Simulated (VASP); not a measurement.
Here is a VASP 6.6.1 calculation.

File INCAR:

```
SYSTEM = H19C2NO8
ALGO = Normal ; EDIFF = 1E-6
ENCUT = 520 ; ISIF = 2
ISMEAR = -1 ; LASPH = .TRUE.
LCHARG = .FALSE. ; LREAL = Auto
LWAVE = .FALSE. ; NBANDS = 61
NELM = 60 ; PREC = Accurate
SIGMA = 0.02
```

KPOINTS

```
k-points
0
G
  1 1 1
  0 0 0
```

Contents of POSCAR:

```
H19C2NO8
1.0
    6.8894190000      0.0000000000      0.0000000000
    0.0000000000      6.8894190000      0.0000000000
    0.0000000000      0.0000000000      6.8894190000
O H C N
8 19 2 1
Direct
    0.5928511533      0.5069658269      0.9376697803
    0.9526202427      0.5442258629      0.0356343547
    0.1034194611      0.2071582524      0.9834791584
    0.7735485387      0.0638370231      0.7693101552
   -0.0307718256      0.7158368507      0.6470937535
    0.3462701281      0.7004073928      0.1412455825
    0.4799243594      0.0537055447      1.0178507070
    0.8391128483      0.4627095550      0.3864041365
    0.5507721333      0.3745018266      0.9592971483
    0.4890543020      0.5956090056      1.0043662608
    0.9412114432      0.5379263476      0.1862421200
    0.8095747987      0.5420340961     -0.0015240763
    0.0424709253      0.3474893892      0.9852645049
    0.0873658577      0.1448453055      1.1102532739
    0.8841964758      0.0962200151      0.8577210938
    0.8147131130     -0.0651724042      0.7219041257
    0.0556650713      0.8012286667      0.5848388667
    0.0373906711      0.6769656483      0.7688601898
    0.3799449562      0.8371678366      0.1032888260
    0.2099596497      0.6803331311      0.1071933642
    0.3622656715      0.1236679029      0.9707930378
    0.5786409565      0.0548086856      0.9122539941
    0.8586065095      0.5280851694      0.5159361043
    0.9067818346      0.3352096889      0.3945615733
    0.4219368861      0.4058107077      0.4661060679
    0.3284456933      0.3325098967      0.6896372539
    0.5092737138      0.1832520275      0.5789602868
    0.3831092288      0.2737386128      0.5463450546
    0.2357673412      0.1625100752      0.4510540003
    0.1366443237      0.0583938936      0.3664895400
```

Potentials or basis: VASP PAW LDA potentials, release 64 (O, H, C, N).

Run with:

```bash
$ cat potpaw_LDA.64/O/POTCAR potpaw_LDA.64/H/POTCAR potpaw_LDA.64/C/POTCAR potpaw_LDA.64/N/POTCAR > POTCAR
$ mpirun -np 1 vasp_gam > vasp.out
```

(1) Estimate the largest force.

(2) What does it give for the band gap on the k mesh?

(3) What does it give for the pressure?

Answers

(1) 2.457 eV/Å.

(2) 4.73 eV, direct.

(3) -1.2 GPa.

Caveat: the standard files for N, O and F lose accuracy on very short bonds.
